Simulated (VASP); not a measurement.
# Li (Im-3m) in VASP: density of states with PBE

Aim: the density of states of Li with PBE.

Program: VASP 6.6.1. These are calculated values, not measurements. Logs are shortened: lines on timing, memory, paths and dates and some standing lists are left out, and cuts for length are marked.

### Step 1. The structure

It takes space group Im-3m (No. 229, cubic). Conventional cell: a = 3.436 Å, b = 3.436 Å, c = 3.436 Å, α = 90.00°, β = 90.00°, γ = 90.00°. Around Li (site symmetry m-3m) lie 8 Li at 2.98 Å.

### Step 2. Density of states, PBE

POSCAR

```
Li
1.0
   -1.7181248727      1.7181248727      1.7181248727
    1.7181248727     -1.7181248727      1.7181248727
    1.7181248727      1.7181248727     -1.7181248727
Li
1
Direct
    0.0000000000      0.0000000000      0.0000000000
```

INCAR.step1

```
SYSTEM = Li
  PREC = Accurate
  ENCUT = 520
  EDIFF = 1E-7
  ISMEAR = 0
  SIGMA = 0.05
  LREAL = .False.
  LASPH = .True.
  NELM = 100
  ALGO = Normal
  ISIF = 2
  LWAVE = .False.
  LCHARG = .True.
  GGA = PE
  NBANDS = 8
```

KPOINTS.step1

```
regular mesh
0
Gamma
  16 16 16
  0 0 0
```

INCAR.step2

```
SYSTEM = Li
  PREC = Accurate
  ENCUT = 520
  EDIFF = 1E-7
  ISMEAR = -5
  SIGMA = 0.05
  LREAL = .False.
  LASPH = .True.
  NELM = 100
  ALGO = Normal
  ISIF = 2
  LWAVE = .False.
  LCHARG = .False.
  GGA = PE
  LORBIT = 11
  NBANDS = 8
  NEDOS = 2001
  ICHARG = 11
```

KPOINTS.step2

```
regular mesh
0
Gamma
  24 24 24
  0 0 0
```

Potentials or basis: VASP PAW PBE potentials, release 64 (Li_sv).

Launch:

```sh
$ cat potpaw_PBE.64/Li_sv/POTCAR > POTCAR
$ cp INCAR.step1 INCAR
$ cp KPOINTS.step1 KPOINTS
$ mpirun -np 1 vasp_std > vasp.out
$ cp INCAR.step2 INCAR
$ cp KPOINTS.step2 KPOINTS
$ mpirun -np 1 vasp_std > vasp.out
```

OUTCAR:

```text
SYSTEM = Li
   PREC = Accurate
   ENCUT = 520
   EDIFF = 1E-7
   ISMEAR = -5
   LREAL = .False.
   LASPH = .True.
   NELM = 100
   ISIF = 2
   GGA = PE
   LORBIT = 11
   ICHARG = 11

 ion  position               nearest neighbor table
   1  0.000  0.000  0.000-

  LATTYP: Found a body centered cubic cell.
 ALAT       =     3.4362497454

  Lattice vectors:

 A1 = (  -1.7181248727,   1.7181248727,   1.7181248727)
 A2 = (   1.7181248727,  -1.7181248727,   1.7181248727)
 A3 = (   1.7181248727,   1.7181248727,  -1.7181248727)

Analysis of symmetry for initial positions (statically):
=====================================================================
 Subroutine PRICEL returns:
 Original cell was already a primitive cell.

 Routine SETGRP: Setting up the symmetry group for a
 body centered cubic supercell.

 Subroutine GETGRP returns: Found 48 space group operations
 (whereof 48 operations were pure point group operations)
 out of a pool of 48 trial point group operations.

The static configuration has the point symmetry O_h .

Analysis of symmetry for dynamics (positions and initial velocities):
=====================================================================
 Subroutine PRICEL returns:
 Original cell was already a primitive cell.

 Routine SETGRP: Setting up the symmetry group for a
 body centered cubic supercell.

 Subroutine GETGRP returns: Found 48 space group operations
 (whereof 48 operations were pure point group operations)
 out of a pool of 48 trial point group operations.

The dynamic configuration has the point symmetry O_h .

 Subroutine INISYM returns: Found 48 space group operations
 (whereof 48 operations are pure point group operations),
 and found     1 'primitive' translations

----------------------------------------------------------------------------------------

                                     Primitive cell

  volume of cell :      20.2873

  direct lattice vectors                    reciprocal lattice vectors
    -1.718124873  1.718124873  1.718124873     0.000000000  0.291014936  0.291014936
     1.718124873 -1.718124873  1.718124873     0.291014936  0.000000000  0.291014936
     1.718124873  1.718124873 -1.718124873     0.291014936  0.291014936  0.000000000

  length of vectors
     2.975879573  2.975879573  2.975879573     0.411557269  0.411557269  0.411557269

  position of ions in fractional coordinates (direct lattice)
     0.000000000  0.000000000  0.000000000

  ion indices of the primitive-cell ions
   primitive index   ion index
                 1           1

----------------------------------------------------------------------------------------

 KPOINTS: regular mesh

Automatic generation of k-mesh.
 Grid dimensions read from file:
 generate k-points for:   24   24   24

 Generating k-lattice:

  Cartesian coordinates                     Fractional coordinates (reciprocal lattice)
     0.000000000  0.012125622  0.012125622     0.041666667  0.000000000  0.000000000
     0.012125622  0.000000000  0.012125622     0.000000000  0.041666667  0.000000000
     0.012125622  0.012125622  0.000000000     0.000000000  0.000000000  0.041666667

  Length of vectors
     0.017148220  0.017148220  0.017148220

  Shift w.r.t. Gamma in fractional coordinates (k-lattice)
     0.000000000  0.000000000  0.000000000

 TETIRR: Found  16469 inequivalent tetrahedra from    82944

 Subroutine IBZKPT returns following result:
 ===========================================

 Found    413 irreducible k-points:

 Following reciprocal coordinates:
            Coordinates               Weight
  0.000000  0.000000  0.000000      1.000000
  0.041667  0.000000  0.000000     12.000000
  0.083333  0.000000  0.000000     12.000000
  0.125000  0.000000  0.000000     12.000000
  0.166667  0.000000  0.000000     12.000000
  0.208333  0.000000  0.000000     12.000000
[... 16 lines left out ...]
  0.416667  0.041667  0.000000     48.000000
  0.458333  0.041667  0.000000     48.000000
 [... further k-points ...]
   k-points           NKPTS =    413   k-points in BZ     NKDIM =    413   number of bands    NBANDS=      8
   number of dos      NEDOS =   2001   number of ions     NIONS =      1
   total plane-waves  NPLWV =  13824
   dimension x,y,z NGX =    24 NGY =   24 NGZ =   24
   dimension x,y,z NGXF=    48 NGYF=   48 NGZF=   48
   ions per type =               1
   NGX,Y,Z   is equivalent  to a cutoff of  13.41, 13.41, 13.41 a.u.
   NGXF,Y,Z  is equivalent  to a cutoff of  26.81, 26.81, 26.81 a.u.
 SYSTEM =  Li
   PREC   = accura    normal or accurate (medium, high low for compatibility)
   ISTART =      0    job   : 0-new  1-cont  2-samecut
   ICHARG =     11    charge: 1-file 2-atom 10-const
   ISPIN  =      1    spin polarized calculation?
   LNONCOLLINEAR =      F non collinear calculations
   LSORBIT =      F    spin-orbit coupling
   LASPH  =      T    aspherical Exc in radial PAW
   ENCUT  =  520.0 eV  38.22 Ry    6.18 a.u.   5.53  5.53  5.53*2*pi/ulx,y,z
   NELM   =    100;   NELMIN=  2; NELMDL=  0     # of ELM steps
   EDIFF  = 0.1E-06   stopping-criterion for ELM
   LREAL  =      F    real-space projection
   EDIFFG = 0.1E-05   stopping-criterion for IOM
   NSW    =      0    number of steps for IOM
   IBRION =     -1    ionic relax: 0-MD 1-quasi-New 2-CG
   NFREE  =      0    steps in history (QN), initial steepest desc. (CG)
   ISIF   =      2    stress and relaxation
   ISYM   =      2    0-nonsym 1-usesym 2-fastsym
   POTIM  = 0.5000    time-step for ionic-motion
   TEBEG  =    0.0;   TEEND  =   0.0 temperature during run
   PSTRESS=    0.0 pullay stress
   NELECT =       3.0000    total number of electrons
   NUPDOWN=      -1.0000    fix difference up-down
   EMIN   =  10.00;   EMAX   =-10.00  energy-range for DOS
   EFERMI =   0.00;   METHOD = LEGACY
   ISMEAR =    -5;   SIGMA  =   0.05  broadening in eV -4-tet -1-fermi 0-gaus
   EFERMI_NEDOS =   21; number of points for ismear=-14 and -15
   IALGO  =     38    algorithm
   IMIX   =      4    mixing-type and parameters
     AMIX     =   0.40;   BMIX     =  1.00
     AMIX_MAG =   1.60;   BMIX_MAG =  1.00
  volume/ion in A,a.u.               =      20.29       136.91
  Fermi-wavevector in a.u.,A,eV,Ry     =   0.865713  1.635960 10.197005  0.749459
  Thomas-Fermi vector in A             =   1.983996
   LORBIT       =     11    0 simple, 1 ext, 2 COOP (PROOUT), +10 PAW based schemes
   GGA     = PE    functional components
   LHFCALC =     F    Hartree Fock is set to
   AEXX    =    0.0000 exact exchange contribution
   IVDW    =     0    specifies the selected vdW correction
   LEPSILON=     F    determine dielectric tensor
   LRPA    =     F    only Hartree local field effects (RPA)
 non-spin polarized calculation
 Fermi weights with tetrahedron method with Bloechl corrections
  energy-cutoff  :      520.00
  volume of cell :       20.29
 maximum number of plane-waves:       567
 NGX is ok and might be reduce to    24

 number of electron       3.0000000 magnetization

 Free energy of the ion-electron system (eV)
  ---------------------------------------------------
  ext. energy  EPLUGINS =         0.00000000
  ---------------------------------------------------
  free energy    TOTEN  =        -1.90457031 eV

  energy without entropy =       -1.90457031  energy(sigma->0) =       -1.90457031

 E-fermi :   0.6460     XC(G=0):  -7.0421

 val. band max:        0.6260927391   @ k =  -0.2917   0.4167   0.1667
 cond. band min:       0.6392090049   @ k =   0.3750   0.0833   0.0417
 fundamental gap:      0.0131162658
 Fermi energy:         0.6460121735

 k-point     1 :       0.0000    0.0000    0.0000
  band No.  band energies     occupation
      1     -45.9072      2.00000
      2      -2.9365      2.00000
      3      15.2188      0.00000
      4      15.2188      0.00000
      5      15.2189      0.00000
      6      19.9884      0.00000
      7      19.9884      0.00000
      8      19.9884      0.00000

 k-point     2 :       0.0417    0.0000    0.0000
  band No.  band energies     occupation
      1     -45.9068      2.00000
      2      -2.9036      2.00000
      3      14.9981      0.00000
      4      15.0406      0.00000
      5      15.1608      0.00000
      6      19.3415      0.00000
      7      19.4381      0.00000
      8      20.2525      0.00000

 k-point     3 :       0.0833    0.0000    0.0000
  band No.  band energies     occupation
      1     -45.9059      2.00000
      2      -2.8050      2.00000
      3      14.3211      0.00000
      4      14.5972      0.00000
      5      14.9902      0.00000
      6      18.3904      0.00000
      7      18.5952      0.00000
      8      20.0391      0.00000

 k-point     4 :       0.1250    0.0000    0.0000
  band No.  band energies     occupation
      1     -45.9044      2.00000
      2      -2.6407      2.00000
      3      13.2522      0.00000
      4      14.0385      0.00000
      5      14.7211      0.00000
      6      17.7863      0.00000
      7      17.8023      0.00000
      8      19.8275      0.00000

 k-point     5 :       0.1667    0.0000    0.0000
  band No.  band energies     occupation
      1     -45.9024      2.00000
      2      -2.4107      2.00000
      3      11.9729      0.00000
      4      13.4605      0.00000
      5      14.3828      0.00000
      6      17.0504      0.00000
      7      17.4953      0.00000
      8      19.8161      0.00000
[... 177 lines left out ...]
 k-point    22 :       0.3750    0.0417    0.0000
  band No.  band energies     occupation
      1     -45.8897      2.00000
      2      -0.0334      2.00577
      3       5.3162      0.00000
      4      11.0885      0.00000
      5      12.2971      0.00000
      6      15.0378      0.00000
      7      17.6434      0.00000
      8      22.0987      0.00000

 k-point    23 :       0.4167    0.0417    0.0000
  band No.  band energies     occupation
      1     -45.8884      2.00000
      2       0.4823      1.87691
      3       4.4816      0.00000
      4      10.9288      0.00000
      5      12.1484      0.00000
      6      14.8727      0.00000
      7      17.7406      0.00000
      8      22.6938      0.00000

 k-point    24 :       0.4583    0.0417    0.0000
  band No.  band energies     occupation
      1     -45.8878      2.00000
      2       0.8459     -0.01529
      3       3.9581      0.00000
      4      10.8487      0.00000
      5      12.0734      0.00000
      6      14.7899      0.00000
      7      17.7967      0.00000
      8      23.1391      0.00000

 [... further k-points ...]

------------------------ aborting loop because EDIFF is reached ----------------------------------------

  FORCE on cell =-STRESS in cart. coord.  units (eV):
  Direction    XX          YY          ZZ          XY          YZ          ZX
  --------------------------------------------------------------------------------------
  -------------------------------------------------------------------------------------
  Total       -0.0140652     -0.0140652     -0.0140652      0.0000000      0.0000000      0.0000000
  in kB       -1.1107927     -1.1107927     -1.1107927      0.0000000      0.0000000      0.0000000
  external PRESSURE =      -1.1107927 kB  Pullay stress =       0.0000000 kB

 VOLUME and BASIS-vectors are now :
 -----------------------------------------------------------------------------
  energy-cutoff  :      520.00
  volume of cell :       20.29
      direct lattice vectors                 reciprocal lattice vectors
    -1.718124873  1.718124873  1.718124873     0.000000000  0.291014936  0.291014936
     1.718124873 -1.718124873  1.718124873     0.291014936  0.000000000  0.291014936
     1.718124873  1.718124873 -1.718124873     0.291014936  0.291014936  0.000000000

 POSITION                                       TOTAL-FORCE (eV/Angst)
 -----------------------------------------------------------------------------------
      0.00000      0.00000      0.00000         0.000000     -0.000000      0.000000
 -----------------------------------------------------------------------------------
    total drift:                               -0.000000      0.000000     -0.000000

  FREE ENERGIE OF THE ION-ELECTRON SYSTEM (eV)
  ---------------------------------------------------
  free  energy   TOTEN  =        -1.9045703132 eV

  energy  without entropy=       -1.9045703132  energy(sigma->0) =       -1.90457031

 total charge

# of ion       s       p       d       tot
------------------------------------------
    1        2.033   0.041   0.000   2.074
```

It took 19 s on 1 thread of Intel Xeon 6975P-C (Granite Rapids), shared host; peak memory 0.18 GiB.

Results:

```
Valence electrons inside the program's atomic spheres : Li 2.07
```

States per cell in windows of 1 eV (zero at the Fermi level; states under -8 eV left out):
```tsv
from (eV)	total	Li1_p	Li1_s	Li1_d
-8.0	0.00	0.00	0.00	0.00
-7.0	0.00	0.00	0.00	0.00
-6.0	0.00	0.00	0.00	0.00
-5.0	0.00	0.00	0.00	0.00
-4.0	0.06	0.00	0.01	0.00
-3.0	0.22	0.00	0.02	0.00
-2.0	0.31	0.01	0.02	0.00
-1.0	0.40	0.02	0.02	0.00
0.0	0.54	0.05	0.01	0.00
1.0	0.32	0.03	0.00	0.00
2.0	0.13	0.02	0.00	0.00
3.0	0.57	0.05	0.02	0.00
4.0	0.46	0.05	0.01	0.00
5.0	0.42	0.06	0.01	0.00
6.0	0.65	0.09	0.03	0.00
7.0	0.54	0.09	0.02	0.00
```

Caveat: the cutoff is under 1.25 times the usual one of these potentials, so pressure, stress and relaxed cells hold a basis-set (Pulay) error; tetrahedron occupations give inexact forces and stress in metals.
